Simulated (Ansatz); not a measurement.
The system is PbS (Galena).

```
CELL_PARAMETERS angstrom
0.00000 2.96575 2.96575
2.96575 0.00000 2.96575
2.96575 2.96575 0.00000
ATOMIC_POSITIONS crystal
Pb 0.00000 0.00000 0.00000
S 0.50000 0.50000 0.50000
```

| Quantity | Value |
| --- | --- |
| Program | Ansatz 0.2.0 |
| Task | relaxation of cell and atoms |
| Functional | PBEsol |
| Dispersion | D4 |
| Potentials or basis | Ansatz PAW |
| Cutoff | 420 eV (not typed: the program's choice for these potentials) |
| k mesh | 8 × 8 × 8 |
| Occupations | fermi-dirac, width 0.05 eV |
| Spin | no spin polarisation |

At the start: volume 26.09 Å³/atom.

Task: How do energy, volume and symmetry change on relaxing?

Result: It ends after 5 steps and the volume is 25.15 Å³/atom (-3.6 %); space group Fm-3m (No. 225, to 0.05 Å).

Step by step:
```
step  energy change (eV)  largest force (eV/Å)  volume (Å³)
   1              0.0000                0.0000        52.17
   2             -0.0084                0.0000        49.21
   3             -0.0129                0.0000        50.35
   4             -0.0129                0.0000        50.29
   5             -0.0128                0.0000        50.29
```

Final structure:
```
Pb S
1.0
     0.00000    2.92969    2.92969
     2.92969    0.00000    2.92969
     2.92969    2.92969    0.00000
Pb S
1 1
Direct
  0.00000 0.00000 0.00000
  0.50000 0.50000 0.50000
```

Caveat: the plane-wave basis is chosen anew once the cell has moved, so the energies of steps on either side of that aren't comparable; the PAW data sets come from PBE, with cores solved anew for the run's functional, which leaves a small shift of forces and pressure.
